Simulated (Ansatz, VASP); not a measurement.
## Ru in VASP and in Ansatz

```xyz
4
Lattice="2.6895 0.0000 0.0000 -1.3448 2.3292 0.0000 0.0000 0.0000 23.3779" Properties=species:S:1:pos:R:3 pbc="T T T"
Ru    1.3448    0.7764    8.5000
Ru    0.0000    1.5528   10.6260
Ru    1.3448    0.7764   12.7432
Ru    0.0000    1.5528   14.7981
```

Alike in both runs: functional PBEsol; k mesh 12 × 12 × 1; occupations gaussian, width 0.1 eV; no spin polarisation.

Ansatz relaxed the structure, and its values are those at the end. VASP's run is a single point on that final structure, the one shown.

|  | VASP | Ansatz |
| --- | --- | --- |
| version | VASP 6.6.1 | Ansatz 0.2.0 |
| potentials or method | VASP PAW PBE potentials, release 64 (Ru_pv) | scalar-relativistic, plane waves, PAW |
| plane-wave cutoff (eV) | 520 | 420 |
| valence electrons in the cell | 56 | 64 |

```tsv
	VASP	Ansatz	Ansatz less VASP
gap on the k mesh at the Fermi level (eV)	none	none	-
rms of the force components (eV/Å)	0.271	0.271	+0.0002
work function, face that differs most (eV)	5.19	5.19	+0.003
```

A gap of «none» marks a metal or a gap that the smearing closes. The two sets of potentials don't hold the same shells in valence.

Caveats: the PAW data sets were made with another functional, which shifts forces and pressure a little (VASP).
